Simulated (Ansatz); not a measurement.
Input of an Ansatz 0.2.0 run:

input.yaml

```yaml
crystal:
  lattice:
    - [5.196, 0.0, 0.0]
    - [-2.598, 4.4998679981, 0.0]
    - [0.0, 0.0, 2.911]
  atoms:
    - { symbol: Ta, position: [0.0, 0.0, 0.0] }
    - { symbol: Ta, position: [0.6666666667, 0.3333333333, 0.5] }
    - { symbol: Ta, position: [0.3333333333, 0.6666666667, 0.5] }
    - { symbol: "N", position: [0.0, 0.39285, 0.0] }
    - { symbol: "N", position: [0.60715, 0.60715, 0.0] }
    - { symbol: "N", position: [0.39285, 0.0, 0.0] }
hamiltonian:
  xc: pbe
  pseudopotentials: { kind: paw }
kpoints:
  mp_grid: { grid: [6, 6, 9] }
  band_path:
    path:
      - [[0.0, 0.0, 0.0], [0.5, 0.0, 0.0], [0.3333333333, 0.3333333333, 0.0], [0.0, 0.0, 0.0], [0.0, 0.0, 0.5], [0.5, 0.0, 0.5], [0.3333333333, 0.3333333333, 0.5], [0.0, 0.0, 0.5]]
      - [[0.5, 0.0, 0.5], [0.5, 0.0, 0.0]]
      - [[0.3333333333, 0.3333333333, 0.0], [0.3333333333, 0.3333333333, 0.5]]
    npoints: 14
scf:
  occupations: { method: fermi_dirac, width: 0.05 }
  n_extra_bands: 15
output:
  forces: true
  stress: true
  eigenvalues: true
  fatbands: false
```

Potentials or basis: Ansatz PAW.

Run with:

```console
$ ansatz run input.yaml --threads 2 --pin off --max-ram 5632MiB --backend cpu --events-out ev --progress --plain --runs-dir out
```

(1) What does it give for the largest force?

(2) Predict the band gap on the k mesh.

(3) Estimate the pressure.

Answers

(1) 0.041 eV/Å.

(2) none (metal or under the smearing width).

(3) 4.9 GPa.

Caveat: the pressure holds a Pulay correction of +0.5 GPa for the finite cutoff; spin-orbit coupling is left out, which moves the levels of the heavy elements.
